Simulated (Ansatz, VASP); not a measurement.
Sr in VASP and in Ansatz

Contents of INCAR:

```
ALGO = Normal ; EDIFF = 1E-7
ENCUT = 520 ; GGA = CA
ISIF = 2 ; ISMEAR = 0
LASPH = True ; LCHARG = False
LREAL = False ; LWAVE = False
NBANDS = 17 ; NELM = 100
PREC = Accurate ; SIGMA = 0.15
```

File KPOINTS:

```
k-points
0
Gamma
  15 15 8
```

Contents of POSCAR:

```
Sr
1.0
    4.5039502306      0.0000000000      0.0000000000
   -2.2519751153      3.9005353171      0.0000000000
    0.0000000000      0.0000000000      7.0500000000
Sr
2
Direct
    0.3333333333      0.6666666667      0.2500000000
    0.6666666667      0.3333333333      0.7500000000
```

Input for Ansatz:

```yaml
crystal:
  lattice:
    - [4.5039502306, 0.0, 0.0]
    - [-2.2519751153, 3.9005353171, 0.0]
    - [0.0, 0.0, 7.05]
  atoms:
    - { symbol: Sr, position: [0.3333333333, 0.6666666667, 0.25] }
    - { symbol: Sr, position: [0.6666666667, 0.3333333333, 0.75] }
basis:
  ecutwfc: 420
kpoints:
  mp_grid: { grid: [15, 15, 8] }
hamiltonian:
  xc: lda
scf:
  occupations: { method: gaussian, width: 0.15 }
output:
  forces: true
  stress: true
  eigenvalues: true
```

Change from the starting cell: strain +0.0450 x Voigt [1, 1, 0, 0, 0, 0], atoms carried along.

Alike in both runs: task single point; functional LDA; k mesh 15 × 15 × 8; occupations gaussian, width 0.15 eV; no spin polarisation.

|  | VASP | Ansatz |
| --- | --- | --- |
| version | VASP 6.6.1 | Ansatz 0.2.0 |
| potentials or method | VASP PAW LDA potentials, release 64 (Sr_sv) | scalar-relativistic, plane waves, PAW |
| plane-wave cutoff (eV) | 520 | 420 |
| valence electrons in the cell | 20 | 20 |

```csv
,VASP,Ansatz,Ansatz less VASP
gap on the k mesh at the Fermi level (eV),none,none,-
pressure (GPa),-2.1,-2.1,+0.01
largest component of the traceless stress (GPa),0.38,0.38,-0.002
```

A gap of «none» marks a metal or a gap that the smearing closes.
